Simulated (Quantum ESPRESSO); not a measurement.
## Cu: equation of state with r2SCAN

The system is Cu.

```
Cu
1.0
     2.53410    0.00000    0.00000
    -1.26705    2.19459    0.00000
     0.00000    0.00000    4.11257
Cu
2
Direct
  0.66667 0.33333 0.75000
  0.33333 0.66667 0.25000
```

This isn't the form of Cu at room conditions, which is fcc.

| Property | Result |
| --- | --- |
| Program | Quantum ESPRESSO 7.5 |
| Task | equation of state |
| Functional | r2SCAN |
| Potentials or basis | SG15 PBE 1.2 |
| Cutoff | 1197 eV |
| Density cutoff | 4789 eV |
| k mesh | 6 × 6 × 4 |
| Occupations | fermi-dirac, width 0.05 eV |
| Spin | no spin polarisation |
| Symmetry | off |
| Mixing beta | 0.5 |
| Most SCF iterations | 120 |
| SCF threshold | 1e-08 Ry |

| Quantity | Value |
| --- | --- |
| Equilibrium volume | 11.58 Å³/atom |
| Bulk modulus at fixed shape and positions | 149 GPa |
| Pressure derivative of the bulk modulus | 5.4 |

Energy against volume, from the lowest point:
```csv
volume (Å³/atom),energy (meV/atom)
10.749,31.70
10.978,15.69
11.207,5.51
11.436,0.49
11.664,0.00
11.893,3.51
12.122,10.55
```

All runs of the series together: 8 min on 2 threads of Intel(R) Xeon(R) 6975P-C (Granite Rapids), with other jobs on the host.

Caveat: the k mesh is coarse (spacing up to 0.48 Å⁻¹), so the values aren't converged; the potentials were made for another functional, which shifts forces and pressure; the cell was scaled at fixed shape and fractional positions, which overstates the stiffness of a crystal with free parameters, most of all of layers and chains.
